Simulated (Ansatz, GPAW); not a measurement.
This is a calculation of ZrC for Ansatz 0.2.0. 

Contents of input.yaml:

```yaml
crystal:
  lattice:
    - [0.0, 2.365, 2.365]
    - [2.365, 0.0, 2.365]
    - [2.365, 2.365, 0.0]
  atoms:
    - { symbol: Zr, position: [0.5, 0.5, 0.5] }
    - { symbol: C, position: [0.0, 0.0, 0.0] }
hamiltonian:
  xc: pbe
  pseudopotentials: { kind: paw }
kpoints:
  mp_grid: { grid: [10, 10, 10] }
scf:
  occupations: { method: gaussian, width: 0.014 }
output:
  forces: true
  stress: true
  eigenvalues: true
```

Potentials or basis: Ansatz PAW.

The run is started by

```console
$ ansatz run input.yaml --threads 2 --pin off --max-ram 5632MiB --backend cpu --events-out ev --progress --plain --runs-dir out
```

Task: What does the same run look like in GPAW 26.7.0 (ASE script)? Potentials or basis there: GPAW PAW data sets (gpaw-data 1.2.1), cutoff 800 eV.

Result: As run (cutoffs and basis follow the program's own potentials, and thresholds, step limits or extra output files can differ):

run.py

```python
from ase.dft.bandgap import bandgap
from ase.io import read, write
from ase.units import GPa
from gpaw import GPAW, PW

atoms = read('ZrC.xyz')

calc = GPAW(mode=PW(800),
            xc='PBE',
            kpts={'size': (10, 10, 10), 'gamma': True},
            occupations={'name': 'methfessel-paxton', 'order': 0, 'width': 0.014},
            nbands=18,
            convergence={'density': 1e-05, 'energy': 1e-05},
            maxiter=150,
            txt='gpaw.txt')
atoms.calc = calc
energy = atoms.get_potential_energy()
forces = atoms.get_forces()
stress = atoms.get_stress()
calc.write('gs.gpw')
write('result.traj', atoms)
print(f'Energy: {energy:.6f} eV')
print('Forces (eV/A):')
print(forces.round(4))
print('Stress (GPa):', (stress / GPa).round(3))
print('Fermi level:', round(calc.get_fermi_level(), 4), 'eV')
print(f'Gap: {bandgap(calc)[0]:.4f} eV, direct: {bandgap(calc, direct=True)[0]:.4f} eV')
```

File ZrC.xyz:

```xyz
2
Lattice="0.0000000000 2.3650000000 2.3650000000 2.3650000000 0.0000000000 2.3650000000 2.3650000000 2.3650000000 0.0000000000" Properties=species:S:1:pos:R:3 pbc="T T T"
Zr     2.3650000000      2.3650000000      2.3650000000
C      0.0000000000      0.0000000000      0.0000000000
```

Potentials or basis: GPAW PAW data sets (gpaw-data 1.2.1), pw.

Run with:

```console
$ OMP_NUM_THREADS=1 python run.py
```

Both were run:

|  | Ansatz | GPAW |
| --- | --- | --- |
| Pressure | -3.0 GPa | -3.9 GPa |

Ansatz's pressure holds a Pulay term of +0.20 GPa for its cutoff of 420 eV, which the other run lacks.

Where Ansatz's input types no cutoff or centring, it takes its own default and a Γ-centred mesh.

Pressure is positive in compression.
